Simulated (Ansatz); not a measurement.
# SnO (P4/nmm) in Ansatz: reference runs

Reference runs on SnO: the cell as given and a disturbed copy.

Everything below comes from runs of Ansatz 0.2.0. Logs are shortened: lines on timing, memory, paths and dates and some standing lists are left out, and cuts for length are marked.

**1. The structure**

It takes space group P4/nmm (No. 129, tetragonal). The conventional cell has a = 3.814 Å, b = 3.814 Å, c = 4.887 Å, α = 90.00°, β = 90.00°, γ = 90.00°. Around Sn (site symmetry 4mm) lie 4 O at 2.23 Å. O (site symmetry -4m2) has 4 Sn at 2.23 Å as nearest neighbours.

The cell is a database's computed one.

**2. Single point, PBEsol**

File input.yaml:

```yaml
crystal:
  lattice:
    - [3.81369522, 0.0, 0.0]
    - [0.0, 3.81369522, 0.0]
    - [0.0, 0.0, 4.8869133]
  atoms:
    - { symbol: Sn, position: [0.5, 0.0, 0.76462614] }
    - { symbol: Sn, position: [0.0, 0.5, 0.23537386] }
    - { symbol: O, position: [0.0, 0.0, 0.0] }
    - { symbol: O, position: [0.5, 0.5, 0.0] }
hamiltonian:
  xc: pbesol
  pseudopotentials: { kind: paw }
kpoints:
  mp_grid: { grid: [7, 7, 6] }
scf:
  occupations: { method: fermi_dirac, width: 0.05 }
output:
  forces: true
  stress: true
  eigenvalues: true
```

Potentials or basis: Ansatz PAW.

The run is started by

```
ansatz run input.yaml --threads 2 --pin off --max-ram 5632MiB --backend cpu --events-out ev --progress --plain --runs-dir out
```

Standard output:

```text
Warning: RAYON_NUM_THREADS=2 ignored (pool sized by the plan → 2); use --threads N
Engine: ansatz 0.2.0, aarch64-unknown-linux-gnu
Pseudopotentials: kind: paw
Pseudopotential: Sn, paw, valence charge 14, recommended cutoff 420 eV (normal), Sn.paw.azcp
Pseudopotential: O, paw, valence charge 6, recommended cutoff 420 eV (normal), O.paw.azcp
Functional definition: PBEsol
  exchange = pbesol_x
  correlation = pbesol_c
Crystal: 4 atoms, lattice volume = 71.077 Å³
Basis set: ecut = 420 eV, 1409 PW (Γ), exchange–correlation on 54×54×72 points (8 copies of the dense FFT grid, shifted against one another)
Bands: 24, of which v1, the nominal top of the filled ones, is band 20 counted from 1 (19 counted from 0)
Symmetry: 16 space group operations
Space group: P4/nmm (ITA 129), of the structure as read, at distance tolerance 4.1e-5 Å
k-points: 40 of 294
Non-local potential: Sn, projectors of the file, l = 0: 2, l = 1: 2, l = 2: 2, l = 3: 2
Non-local potential: O, projectors of the file, l = 0: 2, l = 1: 2, l = 2: 1
PAW form: soft (Blöchl's): semilocal exchange-correlation on the pseudo side does not see the compensation charge
PAW frozen core: Sn, regenerated for the run's functional, and the local potential with it (the file was generated under x = pbe(κ = 0.804, μ = 0.2195149727645171), c = pbe(β = 0.06672455060314922))
PAW frozen core: O, regenerated for the run's functional, and the local potential with it (the file was generated under x = pbe(κ = 0.804, μ = 0.2195149727645171), c = pbe(β = 0.06672455060314922))
PAW one-centre angular grid: Sn, 590 points (default); XC on 64 Gauss nodes
PAW one-centre angular grid: O, 110 points (default); XC on 64 Gauss nodes
Initial density: superposition of atomic densities (neutral atoms: chi_scale 0, normalization atom), corrected by the library's trained network
Initial wavefunctions: pseudopotential atomic-orbital guess
Functional: x = pbesol(κ = 0.804, μ = 0.12345679012345678), c = pbesol(β = 0.046)
SCF iter   1: F=—  HF=-13021.438072 eV  |F-HF|=—  |Δ(HF+E_count)|=         —  Δρ=1.32e-2  dr2=1.02e-1  ethr=1.77e-3  ⟨swp⟩=6.0  Hψ=4393  notcnv=0
preconditioner: auto → Resta (q_TF=auto, 2.479 Å⁻¹)  ε∞=3.4  [insulator: Δε(μ)=0.280 eV  Ē_g=17.936 eV  σ=0.050 eV  W_gap=0.88  n_scr=18 (ndim 8)  ℏωp=27.9 eV  f_vac=0.021  D(μ)=0.06/eV (n_scr^D=0)  ε∞_Penn≈3.4]
SCF iter   2: F=—  HF=-13021.416433 eV  |F-HF|=—  |Δ(HF+E_count)|=   2.16e-2  Δρ=4.39e-3  dr2=1.31e-2  ethr=2.55e-4  ⟨swp⟩=2.2  Hψ=1793  notcnv=0
SCF iter   3: F=—  HF=-13021.413656 eV  |F-HF|=—  |Δ(HF+E_count)|=   2.78e-3  Δρ=1.03e-3  dr2=8.21e-4  ethr=3.29e-5  ⟨swp⟩=2.0  Hψ=1380  notcnv=0
SCF iter   4: F=—  HF=-13021.413603 eV  |F-HF|=—  |Δ(HF+E_count)|=   5.31e-5  Δρ=2.51e-4  dr2=4.58e-5  ethr=2.05e-6  ⟨swp⟩=2.0  Hψ=1734  notcnv=0
SCF iter   5: F=—  HF=-13021.413609 eV  |F-HF|=—  |Δ(HF+E_count)|=   6.31e-6  Δρ=5.04e-5  dr2=2.79e-6  ethr=1.15e-7  ⟨swp⟩=2.0  Hψ=1252  notcnv=0
SCF iter   6: F=—  HF=-13021.413610 eV  |F-HF|=—  |Δ(HF+E_count)|=   1.42e-6  Δρ=1.73e-5  dr2=2.07e-7  ethr=6.98e-9  ⟨swp⟩=2.6  Hψ=1680  notcnv=0
SCF iter   7: F=-13021.413611 eV  HF=-13021.413611 eV  |F-HF|=4.17e-9  |Δ(HF+E_count)|=   1.41e-7  Δρ=5.22e-6  dr2=2.01e-8  ethr=2.50e-10  ⟨swp⟩=6.2  Hψ=4264  notcnv=0
SCF 1 converged in 7 iterations: F = -13021.413611 eV  dr2 = 2.01e-8
SCF converged after 7 iterations
Free energy (F): -13021.413611 eV
Harris-Foulkes:  -13021.413611 eV  (|F-HF|=4.17e-9)
Internal energy: -13021.413224 eV  (E = F + TS)
E sigma→0 (E₀):  -13021.413417 eV
Entropy (-TS):   -0.000387 eV (-0.097 meV/atom)
Fermi energy:    9.776637 eV
--- Per-component energies (eV) ---
  E_band       = -196.347486
  E_kinetic    = 723.221678
  E_local      = -2719.614205  (includes V_loc(G=0)·N_el)
  E_nonlocal   = 36.257671
  E_hartree    = 1462.454609
  E_xc         = -904.208138
  E_vxc        = -380.729694  (∫ρ·V_xc dr)
  E_paw        = -8434.811424  (= ΣΔE_a)
  E_vpaw       = -780.400717  (= ΣTr[D̂ρ^β])
  E_aug_tail   = 0.004814  (compensation charges beyond the density's cutoff)
  E_ewald      = -3185.358485
  E_core_change = 0.640255  (= ΣΔE_core)
  E_smearing   = -0.000387  (= −TS)
  E_closure    = 0.000000  (closes the sum)
  Σ components = -13021.413611   (vs F -13021.413611, Δ=0.00e0)
--- Forces (eV/Å), atoms counted from 1 ---
  atom   1  Sn     0.00000000     0.00000000    -0.07438711
  atom   2  Sn     0.00000000     0.00000000     0.07438711
  atom   3  O      0.00000000     0.00000000    -0.00000000
  atom   4  O      0.00000000     0.00000000    -0.00000000
  max |Σ_I F_I| component: 1.11e-16 eV/Å
--- Stress (GPa, compression-positive) ---
       -0.480977       0.000000       0.000000
        0.000000      -0.480977       0.000000
        0.000000       0.000000      -0.638387
  P = ⅓ Tr σ = -0.5334 GPa (-5.334 kbar)
--- Band table (eV; the first three rows and the last of 40) ---
  k-point 0: bands = ["-12.2987", "-11.8594", "-11.8556", "-11.8556", "-11.8124", "-11.7988", "-11.7577", "-11.7510", "-11.7297", "-11.7297", "-10.5128", "-7.8260", "1.9181", "2.9865", "3.3408", "3.3408", "6.1554", "6.4540", "6.4540", "9.5991", "11.6217", "13.7957", "14.3330", "14.3330"]
  k-point 1: bands = ["-12.2950", "-11.8631", "-11.8498", "-11.8498", "-11.8095", "-11.7956", "-11.7606", "-11.7541", "-11.7363", "-11.7363", "-10.5041", "-7.8262", "1.3036", "3.3668", "3.3668", "3.8762", "6.1396", "6.4504", "6.4504", "9.3398", "11.3320", "13.5820", "13.5820", "13.9013"]
  k-point 2: bands = ["-12.2875", "-11.8707", "-11.8355", "-11.8355", "-11.8025", "-11.7869", "-11.7676", "-11.7626", "-11.7519", "-11.7519", "-10.4866", "-7.8265", "0.6906", "3.4197", "3.4197", "5.2826", "6.1077", "6.4419", "6.4419", "8.4143", "11.1736", "12.8623", "12.8623", "13.5529"]
  k-point 39: bands = ["-12.2149", "-12.1998", "-11.8264", "-11.8212", "-11.7999", "-11.7984", "-11.7585", "-11.7572", "-11.7262", "-11.7254", "-8.8230", "-8.6861", "0.6515", "0.8005", "3.7993", "4.1202", "6.8735", "7.0439", "7.0954", "7.1400", "12.0043", "12.1750", "12.9824", "13.7356"]
```

It took 2.5 s on 2 threads of Arm Neoverse V1, shared host; peak memory 0.35 GiB.

Results:

* Free energy: -13021.4136 eV
* Pressure: -0.5 GPa
* Largest force: 0.074 eV/Å
* Band gap on the k mesh: 0.35 eV, indirect (least direct gap 1.99 eV)

Forces in eV/Å, atoms in the order of the input:
```
Sn   0.000  0.000 -0.074
Sn   0.000  0.000  0.074
O    0.000  0.000  0.000
O    0.000  0.000  0.000
```

Stress tensor (GPa, compression positive):
```
-0.48  0.00  0.00
 0.00 -0.48  0.00
 0.00  0.00 -0.64
```

Caveat: odd divisions of the mesh miss points on the zone boundary, where band edges often lie, so the gap on the mesh can be too wide; the pressure holds a Pulay correction of +0.5 GPa for the finite cutoff; spin-orbit coupling is left out, which moves the levels of the heavy elements; the PAW data sets come from PBE, with cores solved anew for the run's functional, which leaves a small shift of forces and pressure. A k mesh can miss the band edges.

**3. Single point, PBEsol (atoms moved at random, drawn with an rms of 0.05 Å)**

File input.yaml:

```yaml
crystal:
  lattice:
    - [3.81369522, 0.0, 0.0]
    - [0.0, 3.81369522, 0.0]
    - [0.0, 0.0, 4.8869133]
  atoms:
    - { symbol: Sn, position: [0.509185, -0.004328, 0.769766] }
    - { symbol: Sn, position: [0.003193, 0.500751, 0.224902] }
    - { symbol: O, position: [0.006846, 0.003447, -0.001905] }
    - { symbol: O, position: [0.493564, 0.495629, -0.001614] }
hamiltonian:
  xc: pbesol
  pseudopotentials: { kind: paw }
kpoints:
  mp_grid: { grid: [7, 7, 6] }
scf:
  occupations: { method: fermi_dirac, width: 0.05 }
output:
  forces: true
  stress: true
  eigenvalues: true
```

Potentials or basis: Ansatz PAW.

The run is started by

```
ansatz run input.yaml --threads 2 --pin off --max-ram 5632MiB --backend cpu --events-out ev --progress --plain --runs-dir out
```

Standard output:

```text
Warning: RAYON_NUM_THREADS=2 ignored (pool sized by the plan → 2); use --threads N
Engine: ansatz 0.2.0, aarch64-unknown-linux-gnu
Pseudopotentials: kind: paw
Pseudopotential: Sn, paw, valence charge 14, recommended cutoff 420 eV (normal), Sn.paw.azcp
Pseudopotential: O, paw, valence charge 6, recommended cutoff 420 eV (normal), O.paw.azcp
Functional definition: PBEsol
  exchange = pbesol_x
  correlation = pbesol_c
Crystal: 4 atoms, lattice volume = 71.077 Å³
Basis set: ecut = 420 eV, 1409 PW (Γ), exchange–correlation on 54×54×72 points (8 copies of the dense FFT grid, shifted against one another)
[... 47 lines left out ...]
  Σ components = -13021.368039   (vs F -13021.368039, Δ=0.00e0)
--- Forces (eV/Å), atoms counted from 1 ---
  atom   1  Sn    -0.10955379     0.04931827    -0.75536882
  atom   2  Sn    -0.08481512    -0.00595150     0.83999833
  atom   3  O     -0.19033023    -0.18261734    -0.02767292
  atom   4  O      0.38469538     0.13925349    -0.05695678
  max |Σ_I F_I| component: 3.76e-6 eV/Å
--- Stress (GPa, compression-positive) ---
        1.761755       0.034483      -0.137744
        0.034483       1.649843      -0.009283
       -0.137743      -0.009283       2.476820
  P = ⅓ Tr σ = 1.9628 GPa (19.628 kbar)
--- Band table (eV; the first three rows and the last of 148) ---
  k-point 0: bands = ["-12.3582", "-11.8452", "-11.8417", "-11.8364", "-11.7882", "-11.7801", "-11.7505", "-11.7258", "-11.7060", "-11.7050", "-10.7013", "-7.8951", "1.8700", "3.0811", "3.1230", "3.2515", "6.0578", "6.2359", "6.2526", "9.5728", "11.5406", "13.5958", "14.5743", "14.5887"]
  k-point 1: bands = ["-12.3551", "-11.8408", "-11.8394", "-11.8362", "-11.7858", "-11.7785", "-11.7524", "-11.7282", "-11.7118", "-11.7106", "-10.6926", "-7.8952", "1.3405", "3.1352", "3.1462", "4.0192", "6.0431", "6.2329", "6.2493", "9.3384", "11.2274", "13.6787", "13.7734", "13.8481"]
  k-point 2: bands = ["-12.3490", "-11.8460", "-11.8289", "-11.8241", "-11.7803", "-11.7741", "-11.7572", "-11.7341", "-11.7251", "-11.7236", "-10.6754", "-7.8955", "0.7619", "3.1849", "3.1933", "5.3663", "6.0132", "6.2261", "6.2419", "8.4632", "11.0295", "13.0533", "13.0592", "13.5084"]
  k-point 147: bands = ["-12.2616", "-12.1813", "-11.8248", "-11.8135", "-11.7965", "-11.7869", "-11.7269", "-11.7207", "-11.7117", "-11.6992", "-9.3794", "-8.8143", "1.3390", "1.9298", "3.7424", "4.4311", "4.9796", "5.6233", "6.9333", "7.8447", "12.1602", "12.5730", "14.1961", "14.9224"]
```

It took 16 s on 2 threads of Arm Neoverse V1, shared host; peak memory 0.5 GiB.

What came out:

| Property | Result |
| --- | --- |
| Free energy | -13021.3680 eV |
| Pressure | 2.0 GPa |
| Largest force | 0.844 eV/Å |
| Band gap on the k mesh | 0.58 eV, indirect (least direct gap 1.89 eV) |

Forces on the atoms (eV/Å):
```
Sn  -0.110  0.049 -0.755
Sn  -0.085 -0.006  0.840
O   -0.190 -0.183 -0.028
O    0.385  0.139 -0.057
```

Stress tensor (GPa, compression positive):
```
 1.76  0.03 -0.14
 0.03  1.65 -0.01
-0.14 -0.01  2.48
```

Caveat: odd divisions of the mesh miss points on the zone boundary, where band edges often lie, so the gap on the mesh can be too wide; the pressure holds a Pulay correction of +0.5 GPa for the finite cutoff; spin-orbit coupling is left out, which moves the levels of the heavy elements; the PAW data sets come from PBE, with cores solved anew for the run's functional, which leaves a small shift of forces and pressure. A k mesh can miss the band edges.
